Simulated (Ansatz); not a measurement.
C:

```
C
1.0
     2.52210    0.00000    0.00000
    -1.26105    2.18420    0.00000
     0.00000    0.00000   12.35570
C
12
Cartesian
  1.2611 0.7281 4.3760
  0.0000 1.4561 10.5539
  1.2611 0.7281 1.8018
  0.0000 1.4561 7.9797
  1.2611 0.7281 5.9205
  0.0000 1.4561 12.0983
  1.2611 0.7281 0.2574
  0.0000 1.4561 6.4352
  0.0000 0.0000 10.0390
  0.0000 0.0000 3.8612
  0.0000 0.0000 8.4945
  0.0000 0.0000 2.3167
```

This is a hexagonal form of diamond, not graphite.

Base run:

```yaml
Program: Ansatz 0.2.0
Functional: revPBE
Potentials_or_basis: Ansatz PAW
Cutoff: 420 eV
Density_cutoff: 1680 eV
k_mesh: 12 × 12 × 3
Occupations: fermi-dirac, width 0.05 eV
Spin: no spin polarisation
```

Its results: band gap on the k mesh 4.38 eV, indirect (least direct gap 5.31 eV); pressure 6.7 GPa; largest force 0.330 eV/Å.

Task: The run is repeated on the same cell with these changes: functional from revPBE to r2SCAN; cutoff from 420 eV to 500 eV; density cutoff from 1680 eV to 2000 eV. What comes out?

Result: Band gap on the k mesh 4.60 eV, indirect (least direct gap 5.57 eV); pressure -2.1 GPa; largest force 0.343 eV/Å.

r2SCAN gives the wider gap, since meta-GGAs in the generalised Kohn-Sham scheme recover part of the derivative discontinuity.

Caveats: the PAW data sets come from PBE, with cores solved anew for the run's functional, which leaves a small shift of forces and pressure; the potentials were made for another functional, which shifts forces and pressure (some runs).

Not every run made on this cell is shown here.
